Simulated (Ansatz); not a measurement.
**Bands of Cu**

```
CELL_PARAMETERS angstrom
0.00000 1.80750 1.80750
1.80750 0.00000 1.80750
1.80750 1.80750 0.00000
ATOMIC_POSITIONS crystal
Cu 0.00000 0.00000 0.00000
```

The cell is COD entry 5000216, as deposited and not checked against the literature; nothing was relaxed.

All numbers below come from Ansatz 0.2.0, DFT, PBE, all-electron LAPW, scalar-relativistic.

Sampling and basis: a Γ-centred 19×19×19 k mesh, Fermi–Dirac smearing of 0.08 eV, basis error target 0.25 meV/atom, no spin polarisation.

Points in fractions of the reciprocal vectors of this cell: Γ (0, 0, 0), X (0.5, 0, 0.5), U (0.625, 0.25, 0.625), K (0.375, 0.375, 0.75), L (0.5, 0.5, 0.5), W (0.5, 0.25, 0.75). The path joins them by straight lines in the order Γ–X–U–K–Γ–L–W–X; legs that retrace an earlier one aren't tabulated. Energies are in eV from the Fermi level.

Question: Is there a gap?

Answer: none: with an odd electron count and no spin polarisation the bands can't all be full, a metal in this set-up (spin order or a larger cell could open a gap).

Question: List the levels between -5 and 5 eV at the symmetry points.

Answer: 
Γ: -3.05 (×3), -2.22 (×2)
X: -4.93, -4.46, -1.66, -1.50 (×2), 1.40
U: -4.35, -4.11, -2.80, -2.09, -1.70, 4.26
K: -4.35, -4.11, -2.80, -2.09, -1.70, 4.26
L: -3.09 (×2), -1.65 (×2), -1.10, 3.70
W: -4.19, -3.57 (×2), -2.26, -1.50
